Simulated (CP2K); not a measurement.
**Nb in CP2K: the effect of functional**

The system is Nb.

```xyz
1
Lattice="2.8820 0.0000 0.0000 -0.9607 2.7172 0.0000 -0.9607 -1.3586 2.3532" Properties=species:S:1:pos:R:3 pbc="T T T"
Nb    0.0000    0.0000    0.0000
```

Alike in all runs:

* Program: CP2K 2026.2
* Task: band structure
* Potentials or basis: POTENTIAL_UZH Nb GTH-PBE-q13; TZVP-MOLOPT-PBE-GTH basis
* Density cutoff: 9184 eV
* k mesh: 11 × 11 × 11
* Occupations: fermi-dirac, width 0.05 eV
* Spin: no spin polarisation

One run gave: pressure -9.6 GPa. Which functional did it use?
A. optB88-vdW
B. PBE
C. HLE16
D. LDA
E. vdW-DF2

D.

```csv
functional,pressure (GPa)
PBE,-1.0
LDA,-9.6
PBEsol,-6.4
HLE16,-38.1
optB88-vdW,-1.7
vdW-DF2,9.1
r2SCAN,-2.2
```

Caveats: the basis of atomic orbitals isn't converged, which shifts pressures, moduli and gaps; the potentials were made for another functional, which shifts forces and pressure (some runs); the potentials were made for a functional far from this one (some runs); the cell as given lies far from equilibrium (some runs).
